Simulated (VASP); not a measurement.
BN:

```
CELL_PARAMETERS angstrom
1.25112 0.72234 3.37293
-1.25112 0.72234 3.37293
0.00000 -1.44467 3.37293
ATOMIC_POSITIONS crystal
B 0.99967 0.99967 0.99967
N 0.33276 0.33276 0.33276
```

The cell is a database's computed one.

| Quantity | Value |
| --- | --- |
| Program | VASP 6.6.1 |
| Task | relaxation of cell and atoms |
| Functional | PBE |
| Potentials or basis | VASP PAW PBE potentials, release 64 (B, N) |
| Cutoff | 600 eV |
| k mesh | 12 × 12 × 12 |
| Occupations | gaussian, width 0.1 eV |
| Spin | no spin polarisation |

At the start: pressure 3.5 GPa; volume 9.14 Å³/atom.

Question: How do energy, volume and symmetry change on relaxing?

Answer: Over 9 steps the energy falls by 8.1 meV/atom and the volume is 10.41 Å³/atom (+13.9 %); space group R3m (No. 160, to 0.05 Å).

Step by step:
```tsv
step	energy change (eV)	largest force (eV/Å)	pressure (GPa)	volume (Å³)
1	0.0000	0.0031	3.50	18.29
2	0.0035	0.0005	-4.39	18.82
3	-0.0023	0.0017	0.31	18.49
4	-0.0036	0.0015	0.30	18.59
5	-0.0070	0.0001	0.37	18.90
6	-0.0118	0.0065	0.53	19.50
7	-0.0160	0.0275	0.85	20.71
8	-0.0097	0.0550	-4.40	21.44
9	-0.0163	0.0128	-0.10	20.83
```

Final structure:
```
B N
1.0
     1.25637    0.72537    3.80942
    -1.25637    0.72537    3.80942
     0.00000   -1.45073    3.80942
B N
1 1
Cartesian
  0.0000 0.0000 11.4229
  0.0000 0.0000 3.8045
```
